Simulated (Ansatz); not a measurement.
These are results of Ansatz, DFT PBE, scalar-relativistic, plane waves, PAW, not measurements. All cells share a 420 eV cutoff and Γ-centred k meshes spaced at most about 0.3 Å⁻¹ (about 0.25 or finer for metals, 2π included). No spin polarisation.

All energies are static (0 K, no zero-point motion).

Question: Order these relaxed structures of Cd6Te by energy, lowest first, with the energy over the lowest of them.
A.

```
Cd Te
1.0
     5.32783    0.00000    0.00000
    -2.66392    4.61404    0.00000
     0.00000    0.00000    7.78595
Cd Te
6 1
Direct
  0.65188 0.65188 0.31962
  0.34812 0.00000 0.31962
  0.00000 0.65188 0.68038
  0.00000 0.34812 0.31962
  0.65188 0.00000 0.68038
  0.34812 0.34812 0.68038
  0.00000 0.00000 0.00000
```

B.

```
Cd Te
1.0
     5.86386    0.00000    0.00000
    -2.93193    5.07825    0.00000
     0.00000    0.00000    6.14109
Cd Te
6 1
Direct
  0.50000 0.00000 0.00000
  0.00000 0.50000 0.00000
  0.50000 0.50000 0.00000
  0.00000 0.00000 0.00000
  0.33333 0.66667 0.50000
  0.66667 0.33333 0.50000
  0.00000 0.00000 0.50000
```

Answer: A (0 meV/atom), B (72 meV/atom). Forms: A P-31m; B P6/mmm. Counting Cd atoms around Te (those within 1.25 times the shortest such distance or 1.15 times the sum of covalent radii; a plus sign parts nearer from farther groups): A has Te 6; B has Te 2+6. Both come from invented guesses. The lowest form computed isn't among them: it has space group P4/mmm (No. 123), 25.9 Å³/atom and lies 14 meV/atom below the best shown.

These runs have no spin–orbit coupling, which can matter for Te. Cells relaxed within their symmetry can be saddle points. Some candidate types were left out of the draw beforehand, so a known form may be missing.
